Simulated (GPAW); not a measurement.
# WC (Qusongite) (P-6m2) in GPAW: further runs

Aim: see how the results for WC (Qusongite) move with the level of theory and the settings. Levels: WC, r2SCAN. Tasks: relaxation of cell and atoms.

Program: GPAW 26.7.0. These are calculated values, not measurements. Logs are shortened: lines on timing, memory, paths and dates and some standing lists are left out, and cuts for length are marked. The log counts tension as positive stress, the text compression.

### 1 Starting point

It takes space group P-6m2 (No. 187, hexagonal). The conventional cell has a = 2.907 Å, b = 2.907 Å, c = 2.837 Å, α = 90.00°, β = 90.00°, γ = 120.00°. W (site symmetry -6m2) is surrounded by 6 C at 2.20 Å. C (site symmetry -6m2) has 6 W at 2.20 Å as nearest neighbours.

### 2 Relaxation of cell and atoms, WC

File run.py:

```python
from ase.filters import FrechetCellFilter
from ase.io import read, write
from ase.optimize import BFGS
from gpaw import GPAW, PW, setup_paths

setup_paths.insert(0, '.')

atoms = read('POSCAR')

calc = GPAW(mode=PW(800),
            xc='WC',
            kpts={'size': (7, 7, 7), 'gamma': True},
            occupations={'name': 'fermi-dirac', 'width': 0.05},
            nbands=19,
            convergence={'density': 1e-06, 'energy': 1e-06, 'eigenstates': 1e-10},
            maxiter=150,
            txt='gpaw.txt')
atoms.calc = calc
opt = BFGS(FrechetCellFilter(atoms), trajectory='relax.traj', logfile='-')
done = opt.run(fmax=0.05, steps=60)
calc.write('gs.gpw')
write('result.traj', atoms)
print('Converged:', done)
print('Cell:', atoms.cell.cellpar().round(4))
print('Volume:', round(atoms.get_volume(), 4))
print(atoms.get_scaled_positions().round(5))
```

File POSCAR:

```
WC
1.0
    2.9065000000      0.0000000000      0.0000000000
   -1.4532500000      2.5171028361      0.0000000000
    0.0000000000      0.0000000000      2.8366000000
W C
1 1
Direct
    0.0000000000      0.0000000000      0.0000000000
    0.6666666667      0.3333333333      0.5000000000
```

Potentials or basis: PAW data sets generated in the run's folder for this functional, pw.

Started as:

```bash
> gpaw-setup -f WC C W
> OMP_NUM_THREADS=1 python run.py
```

gpaw.txt:

```text
__  _  _
 | _ |_)|_||  |
 |__||  | ||/\| - 26.7.0

Input parameters:
  mode=PW(ecut=800.0),
  convergence={'density': 1e-06, 'energy': 1e-06, 'eigenstates': 1e-10},
  kpts=MonkhorstPack(size=(7, 7, 7), gamma=True),
  maxiter=150,
  nbands=19,
  occupations=Occupations(name='fermi-dirac', width=0.05),
  xc=XC(name='WC')

Diagonalizing LCAO Hamiltonian
Converting LCAO to pw mode

           C

       W

Atoms  # Å, Bohr magnetons
|   | symbol |        x |        y |        z |    initial magnetic moments |
|---|--------|----------|----------|----------|-----------------------------|
| 0 |      W | 0.000000 | 0.000000 | 0.000000 | ( 0.0000,  0.0000,  0.0000) |
| 1 |      C | 1.453250 | 0.839034 | 1.418300 | ( 0.0000,  0.0000,  0.0000) |

Unit cell  # Å
| periodic |         x |        y |        z |  lengths |     angles |
|----------|-----------|----------|----------|----------|------------|
|      yes |  2.906500 | 0.000000 | 0.000000 | 2.906500 |  90.000000 |
|      yes | -1.453250 | 2.517103 | 0.000000 | 2.906500 |  90.000000 |
|      yes |  0.000000 | 0.000000 | 2.836600 | 2.836600 | 120.000000 |

Number of symmetries: 12
Symmetry operations  # r_c * U_cc + t_c -> r_c
|    | kind |            matrix            |
|----|------|------------------------------|
|  0 |  σ   |  1, 1, 0,  0,-1, 0,  0, 0, 1 |
|  1 |  C2  |  1, 1, 0,  0,-1, 0,  0, 0,-1 |
|  2 |  E   |  1, 0, 0,  0, 1, 0,  0, 0, 1 |
|  3 |  σ   |  1, 0, 0,  0, 1, 0,  0, 0,-1 |
|  4 |  C3  |  0, 1, 0, -1,-1, 0,  0, 0, 1 |
|  5 |  S3  |  0, 1, 0, -1,-1, 0,  0, 0,-1 |
|  6 |  σ   |  0,-1, 0, -1, 0, 0,  0, 0, 1 |
|  7 |  C2  |  0,-1, 0, -1, 0, 0,  0, 0,-1 |
|  8 |  σ   | -1, 0, 0,  1, 1, 0,  0, 0, 1 |
|  9 |  C2  | -1, 0, 0,  1, 1, 0,  0, 0,-1 |
| 10 |  C3  | -1,-1, 0,  1, 0, 0,  0, 0, 1 |
| 11 |  S3  | -1,-1, 0,  1, 0, 0,  0, 0,-1 |

BZ-sampling:
  Number of BZ points: 343
  Number of IBZ points: 32

  Monkhorst-Pack size: [7, 7, 7]
  Monkhorst-Pack shift: [0, 0, 0]

K-points  # in reciprocal-cell coordinates
|     |                                coordinates |     weight |
|-----|--------------------------------------------|------------|
|   0 | (  0.00000000,   0.00000000,   0.00000000) | 0.00291545 |
|   1 | (  0.00000000,   0.00000000,   0.14285714) | 0.00583090 |
|   2 | (  0.00000000,   0.00000000,   0.28571429) | 0.00583090 |
|   3 | (  0.00000000,   0.00000000,   0.42857143) | 0.00583090 |
|   4 | (  0.14285714,   0.00000000,   0.00000000) | 0.01749271 |
|   5 | (  0.14285714,   0.00000000,   0.14285714) | 0.03498542 |
|   6 | (  0.14285714,   0.00000000,   0.28571429) | 0.03498542 |
|   7 | (  0.14285714,   0.00000000,   0.42857143) | 0.03498542 |
|   8 | (  0.28571429,  -0.14285714,   0.00000000) | 0.01749271 |
|   9 | (  0.28571429,  -0.14285714,   0.14285714) | 0.03498542 |
| ... |                                            |            |
|  31 | (  0.42857143,   0.42857143,   0.42857143) | 0.03498542 |

Plane wave coefficients: 1085
Cutoff: 800.0 eV
[... 136 lines left out ...]
dipole moment: (-4.701394, -9.821307, -10.595111)  # |e|*Ang

Fermi level: 14.105
Eigenvalues  # (at kpt = [0.000, 0.000, 0.000])
| band index |      eig [eV] | occ [0-2] |
|------------|---------------|-----------|
|          0 |       -59.754 |     2.000 |
|          1 |       -24.012 |     2.000 |
|          2 |       -23.887 |     2.000 |
|          3 |       -23.887 |     2.000 |
|          4 |        -0.392 |     2.000 |
|          5 |         9.692 |     2.000 |
[... 9 lines left out ...]
|         15 |        30.791 |     0.000 |
|         16 |        30.791 |     0.000 |
|        ... |               |           |
|         18 |        37.976 |     0.000 |

No gap
No difference between direct/indirect transitions

Stress tensor  # eV/Ang^3
|        x |        y |        z |
|----------|----------|----------|
| 0.011343 | 0.000000 | 0.000000 |
| 0.000000 | 0.011343 | 0.000000 |
| 0.000000 | 0.000000 | 0.017155 |

Forces  # eV/Ang
|       x |       y |       z |
|---------|---------|---------|
| 0.00000 | 0.00000 | 0.00000 |  # W    0
| 0.00000 | 0.00000 | 0.00000 |  # C    1

Interpolating wave functions to new cell

           C

       W

Atoms  # Å, Bohr magnetons
|   | symbol |        x |         y |        z |    initial magnetic moments |
|---|--------|----------|-----------|----------|-----------------------------|
| 0 |      W | 0.000000 | -0.000000 | 0.000000 | ( 0.0000,  0.0000,  0.0000) |
| 1 |      C | 1.452029 |  0.838329 | 1.416498 | ( 0.0000,  0.0000,  0.0000) |

Unit cell  # Å
| periodic |         x |         y |        z |  lengths |     angles |
|----------|-----------|-----------|----------|----------|------------|
|      yes |  2.904058 | -0.000000 | 0.000000 | 2.904058 |  90.000000 |
|      yes | -1.452029 |  2.514988 | 0.000000 | 2.904058 |  90.000000 |
|      yes |  0.000000 |  0.000000 | 2.832996 | 2.832996 | 120.000000 |

Number of symmetries: 12
Symmetry operations  # r_c * U_cc + t_c -> r_c
|    | kind |            matrix            |
|----|------|------------------------------|
|  0 |  σ   |  1, 1, 0,  0,-1, 0,  0, 0, 1 |
|  1 |  C2  |  1, 1, 0,  0,-1, 0,  0, 0,-1 |
|  2 |  E   |  1, 0, 0,  0, 1, 0,  0, 0, 1 |
|  3 |  σ   |  1, 0, 0,  0, 1, 0,  0, 0,-1 |
|  4 |  C3  |  0, 1, 0, -1,-1, 0,  0, 0, 1 |
|  5 |  S3  |  0, 1, 0, -1,-1, 0,  0, 0,-1 |
|  6 |  σ   |  0,-1, 0, -1, 0, 0,  0, 0, 1 |
|  7 |  C2  |  0,-1, 0, -1, 0, 0,  0, 0,-1 |
|  8 |  σ   | -1, 0, 0,  1, 1, 0,  0, 0, 1 |
|  9 |  C2  | -1, 0, 0,  1, 1, 0,  0, 0,-1 |
| 10 |  C3  | -1,-1, 0,  1, 0, 0,  0, 0, 1 |
| 11 |  S3  | -1,-1, 0,  1, 0, 0,  0, 0,-1 |

BZ-sampling:
  Number of BZ points: 343
  Number of IBZ points: 32

  Monkhorst-Pack size: [7, 7, 7]
  Monkhorst-Pack shift: [0, 0, 0]

K-points  # in reciprocal-cell coordinates
|     |                                coordinates |     weight |
|-----|--------------------------------------------|------------|
|   0 | (  0.00000000,   0.00000000,   0.00000000) | 0.00291545 |
|   1 | (  0.00000000,   0.00000000,   0.14285714) | 0.00583090 |
|   2 | (  0.00000000,   0.00000000,   0.28571429) | 0.00583090 |
|   3 | (  0.00000000,   0.00000000,   0.42857143) | 0.00583090 |
|   4 | (  0.14285714,   0.00000000,   0.00000000) | 0.01749271 |
|   5 | (  0.14285714,   0.00000000,   0.14285714) | 0.03498542 |
|   6 | (  0.14285714,   0.00000000,   0.28571429) | 0.03498542 |
|   7 | (  0.14285714,   0.00000000,   0.42857143) | 0.03498542 |
|   8 | (  0.28571429,  -0.14285714,   0.00000000) | 0.01749271 |
|   9 | (  0.28571429,  -0.14285714,   0.14285714) | 0.03498542 |
| ... |                                            |            |
|  31 | (  0.42857143,   0.42857143,   0.42857143) | 0.03498542 |

Plane wave coefficients: 1081
Cutoff: 800.0 eV
[... 134 lines left out ...]
dipole moment: (-4.696300, -9.813473, -10.581445)  # |e|*Ang

Fermi level: 14.157
Eigenvalues  # (at kpt = [0.000, 0.000, 0.000])
| band index |      eig [eV] | occ [0-2] |
|------------|---------------|-----------|
|          0 |       -59.696 |     2.000 |
|          1 |       -23.953 |     2.000 |
|          2 |       -23.829 |     2.000 |
|          3 |       -23.829 |     2.000 |
|          4 |        -0.363 |     2.000 |
|          5 |         9.727 |     2.000 |
[... 9 lines left out ...]
|         15 |        30.867 |     0.000 |
|         16 |        30.867 |     0.000 |
|        ... |               |           |
|         18 |        38.061 |     0.000 |

No gap
No difference between direct/indirect transitions

Stress tensor  # eV/Ang^3
|        x |        y |        z |
|----------|----------|----------|
| 0.004826 | 0.000000 | 0.000000 |
| 0.000000 | 0.004826 | 0.000000 |
| 0.000000 | 0.000000 | 0.007551 |

Forces  # eV/Ang
|       x |        y |       z |
|---------|----------|---------|
| 0.00000 | -0.00000 | 0.00000 |  # W    0
| 0.00000 |  0.00000 | 0.00000 |  # C    1

Interpolating wave functions to new cell

           C

       W

Atoms  # Å, Bohr magnetons
|   | symbol |        x |         y |        z |    initial magnetic moments |
|---|--------|----------|-----------|----------|-----------------------------|
| 0 |      W | 0.000000 | -0.000000 | 0.000000 | ( 0.0000,  0.0000,  0.0000) |
| 1 |      C | 1.451117 |  0.837803 | 1.415107 | ( 0.0000,  0.0000,  0.0000) |

Unit cell  # Å
| periodic |         x |         y |         z |  lengths |     angles |
|----------|-----------|-----------|-----------|----------|------------|
|      yes |  2.902234 | -0.000000 | -0.000000 | 2.902234 |  90.000000 |
|      yes | -1.451117 |  2.513409 | -0.000000 | 2.902234 |  90.000000 |
|      yes | -0.000000 | -0.000000 |  2.830213 | 2.830213 | 120.000000 |

Number of symmetries: 12
Symmetry operations  # r_c * U_cc + t_c -> r_c
|    | kind |            matrix            |
|----|------|------------------------------|
|  0 |  σ   |  1, 1, 0,  0,-1, 0,  0, 0, 1 |
|  1 |  C2  |  1, 1, 0,  0,-1, 0,  0, 0,-1 |
|  2 |  E   |  1, 0, 0,  0, 1, 0,  0, 0, 1 |
|  3 |  σ   |  1, 0, 0,  0, 1, 0,  0, 0,-1 |
|  4 |  C3  |  0, 1, 0, -1,-1, 0,  0, 0, 1 |
|  5 |  S3  |  0, 1, 0, -1,-1, 0,  0, 0,-1 |
|  6 |  σ   |  0,-1, 0, -1, 0, 0,  0, 0, 1 |
|  7 |  C2  |  0,-1, 0, -1, 0, 0,  0, 0,-1 |
|  8 |  σ   | -1, 0, 0,  1, 1, 0,  0, 0, 1 |
|  9 |  C2  | -1, 0, 0,  1, 1, 0,  0, 0,-1 |
| 10 |  C3  | -1,-1, 0,  1, 0, 0,  0, 0, 1 |
| 11 |  S3  | -1,-1, 0,  1, 0, 0,  0, 0,-1 |

BZ-sampling:
  Number of BZ points: 343
  Number of IBZ points: 32

  Monkhorst-Pack size: [7, 7, 7]
  Monkhorst-Pack shift: [0, 0, 0]

K-points  # in reciprocal-cell coordinates
|     |                                coordinates |     weight |
|-----|--------------------------------------------|------------|
|   0 | (  0.00000000,   0.00000000,   0.00000000) | 0.00291545 |
|   1 | (  0.00000000,   0.00000000,   0.14285714) | 0.00583090 |
|   2 | (  0.00000000,   0.00000000,   0.28571429) | 0.00583090 |
|   3 | (  0.00000000,   0.00000000,   0.42857143) | 0.00583090 |
|   4 | (  0.14285714,   0.00000000,   0.00000000) | 0.01749271 |
|   5 | (  0.14285714,   0.00000000,   0.14285714) | 0.03498542 |
|   6 | (  0.14285714,   0.00000000,   0.28571429) | 0.03498542 |
|   7 | (  0.14285714,   0.00000000,   0.42857143) | 0.03498542 |
|   8 | (  0.28571429,  -0.14285714,   0.00000000) | 0.01749271 |
|   9 | (  0.28571429,  -0.14285714,   0.14285714) | 0.03498542 |
| ... |                                            |            |
|  31 | (  0.42857143,   0.42857143,   0.42857143) | 0.03498542 |

Plane wave coefficients: 1077
Cutoff: 800.0 eV
[... 134 lines left out ...]
dipole moment: (-4.692516, -9.807607, -10.570893)  # |e|*Ang

Fermi level: 14.196
Eigenvalues  # (at kpt = [0.000, 0.000, 0.000])
| band index |      eig [eV] | occ [0-2] |
|------------|---------------|-----------|
|          0 |       -59.652 |     2.000 |
|          1 |       -23.909 |     2.000 |
|          2 |       -23.785 |     2.000 |
|          3 |       -23.785 |     2.000 |
|          4 |        -0.341 |     2.000 |
|          5 |         9.753 |     2.000 |
[... 9 lines left out ...]
|         15 |        30.925 |     0.000 |
|         16 |        30.925 |     0.000 |
|        ... |               |           |
|         18 |        38.126 |     0.000 |

No gap
No difference between direct/indirect transitions

Stress tensor  # eV/Ang^3
|         x |         y |        z |
|-----------|-----------|----------|
| -0.000137 |  0.000000 | 0.000000 |
|  0.000000 | -0.000137 | 0.000000 |
|  0.000000 |  0.000000 | 0.000097 |

Forces  # eV/Ang
|        x |       y |       z |
|----------|---------|---------|
| -0.00000 | 0.00000 | 0.00000 |  # W    0
|  0.00000 | 0.00000 | 0.00000 |  # C    1

# Writing to gs.gpw (mode='')
```

Run time: 22 s. Hardware: 1 thread of INTEL XEON PLATINUM 8581C at 2.10GHz (Emerald Rapids), shared host; peak memory 0.19 GiB.

What came out:

| Property | Result |
| --- | --- |
| Free energy | -22.3539 eV |
| Relaxed volume | 10.32 Å³/atom |
| Relaxed cell | a = 2.902 Å, b = 2.902 Å, c = 2.830 Å, α = 90.00°, β = 90.00°, γ = 120.00° |
| Space group after relaxing (to 0.05 Å) | P-6m2 (No. 187) |
| Energy gained by relaxing | 0.3 meV/atom |
| Ionic steps | 3 |
| Pressure after relaxing | 0.0 GPa |
| Band gap on the k mesh | none (metal or under the smearing width) |

Step by step:
```csv
step,energy change (eV),largest force (eV/Å),pressure (GPa),volume (Å³)
1,0.0000,0.0000,-2.13,20.75
2,-0.0005,0.0000,-0.92,20.69
3,-0.0006,0.0000,0.01,20.64
```

Final structure:
```
CELL_PARAMETERS angstrom
2.90223 0.00000 0.00000
-1.45112 2.51341 0.00000
0.00000 0.00000 2.83021
ATOMIC_POSITIONS crystal
W 0.00000 0.00000 0.00000
C 0.66667 0.33333 0.50000
```

Levels at points of the mesh, in eV from the Fermi level:
```csv
k point,band 7,band 8,band 9,band 10,band 11,band 12
"(0.00, 0.00, 0.00)",-3.46,-3.46,0.00,3.13,3.13,5.55
```

Caveat: later steps reuse the first step's grids. The run has no spin-orbit coupling, so splittings on W are missing.

[end of part 1 of 2]
